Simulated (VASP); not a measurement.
Write the native input for VASP 6.6.1 that does the following.

```yaml
Task: single point
Functional: PBEsol
Potentials_or_basis: VASP PAW PBE potentials, release 64 (Zr_sv, N)
Cutoff: 520 eV
k_mesh: 24 × 24 × 24
Occupations: gaussian, width 0.1 eV
Spin: no spin polarisation
Further_INCAR_settings: ALGO = Fast; EDIFF = 1e-06; NBANDS = 16
```

The structure of ZrN lies in POSCAR:

```
ZrN
1.0
    0.0000000000      2.2767300000      2.2767300000
    2.2767300000      0.0000000000      2.2767300000
    2.2767300000      2.2767300000      0.0000000000
Zr N
1 1
Direct
    0.5000000000      0.5000000000      0.5000000000
    1.0000000000      1.0000000000      0.0000000000
```

The cell is a database's computed one.

One way to write it, as run:

INCAR

```
SYSTEM = ZrN
ALGO     = Fast           ! electronic algorithm
EDIFF    = 1E-6           ! SCF threshold, eV
ENCUT    = 520            ! plane-wave cutoff, eV
GGA      = PS             ! functional
ISIF     = 2              ! what is computed and relaxed
ISMEAR   = 0              ! smearing method
LASPH    = .TRUE.         ! aspherical terms in the spheres
LCHARG   = .TRUE.         ! write CHGCAR
LELF     = .TRUE.         ! ELF
LREAL    = .FALSE.        ! projectors in reciprocal space
LVHAR    = .TRUE.       
LWAVE    = .FALSE.        ! write WAVECAR
NBANDS   = 16             ! bands
NELM     = 60             ! most SCF steps
PREC     = Accurate       ! precision mode
SIGMA    = 0.1            ! smearing width, eV
```

KPOINTS

```
k-points
0
G
  24 24 24
  0 0 0
```

Potentials or basis: VASP PAW PBE potentials, release 64 (Zr_sv, N).

Launch:

```bash
$ cat potpaw_PBE.64/Zr_sv/POTCAR potpaw_PBE.64/N/POTCAR > POTCAR
$ mpirun -np 1 vasp_std > vasp.out
```

It gave:

```yaml
Pressure: 0.2 GPa
Band_gap_on_the_k_mesh: none (metal or under the smearing width)
```

Caveat: the PAW data sets were made with another functional, which shifts forces and pressure a little.

Run time: 2.5 min on 1 thread of AMD EPYC 7R13 Processor (Zen 3), with other jobs on the host, peak memory 0.23 GiB.
